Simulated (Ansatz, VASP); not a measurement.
Given: the input of a run of Ansatz 0.2.0 on Te.

File input.yaml:

```yaml
crystal:
  lattice:
    - [4.4241064818, 0.0, 0.0]
    - [-2.2120532409, 3.8313886024, 0.0]
    - [0.0, 0.0, 5.8842404128]
  atoms:
    - { symbol: Te, position: [0.731, 0.731, 0.0] }
    - { symbol: Te, position: [0.0, 0.269, 0.6666666667] }
    - { symbol: Te, position: [0.269, 0.0, 0.3333333333] }
kpoints:
  mp_grid: { grid: [7, 7, 5] }
scf:
  occupations: { method: fermi_dirac, width: 0.05 }
hamiltonian:
  xc: lda
  pseudopotentials: { kind: all_electron, lapw: { basis_error: 0.002 } }
output:
  forces: true
  stress: true
  eigenvalues: true
```

Potentials or basis: all-electron LAPW, scalar-relativistic.

The run is started by

```console
$ ansatz run input.yaml --threads 2 --pin off --max-ram 8192MiB --backend cpu --events-out ev --progress --plain --runs-dir out
```

Set up the same calculation for VASP 6.6.1. Potentials there: VASP PAW LDA potentials, release 64 (Te).

As run (the cutoff follows the program's own potentials):

File INCAR:

```
SYSTEM = Te
PREC = Accurate
ENCUT = 520
EDIFF = 1E-6
ISMEAR = -1
SIGMA = 0.05
LREAL = .False.
LASPH = .True.
NELM = 60
ALGO = Normal
ISIF = 2
LWAVE = .False.
LCHARG = .True.
GGA = CA
LELF = .True.
LVHAR = .True.
NBANDS = 16
```

Contents of KPOINTS:

```
Automatic mesh
0
Gamma
  7 7 5
  0 0 0
```

Contents of POSCAR:

```
Te
1.0
    4.4241064818      0.0000000000      0.0000000000
   -2.2120532409      3.8313886024      0.0000000000
    0.0000000000      0.0000000000      5.8842404128
Te
3
Direct
    0.7310000000      0.7310000000      0.0000000000
    0.0000000000      0.2690000000      0.6666666667
    0.2690000000      0.0000000000      0.3333333333
```

Potentials or basis: VASP PAW LDA potentials, release 64 (Te).

Launch:

```bash
$ cat potpaw_LDA.64/Te/POTCAR > POTCAR
$ mpirun -np 1 vasp_std > vasp.out
```

Both were run:

|  | VASP | Ansatz | Ansatz less VASP |
| --- | --- | --- | --- |
| gap on the k mesh at the Fermi level (eV) | 0.57 | 0.58 | +0.010 |
| least direct gap on the mesh (eV) | 0.76 | 0.77 | +0.014 |
| pressure (GPa) | -0.9 | -1.0 | -0.11 |
| largest component of the traceless stress (GPa) | 0.35 | 0.28 | -0.068 |
| rms of the force components (eV/Å) | 0.110 | 0.091 | -0.0195 |

Atom by atom the forces differ by 0.019 eV/Å (rms over components). Ansatz ran all-electron here, so the differences hold the error of VASP's frozen core and of both bases.

Caveats: spin-orbit coupling is left out, which moves the levels of the heavy elements; an odd mesh through Γ misses points on the zone boundary, where band edges often lie.
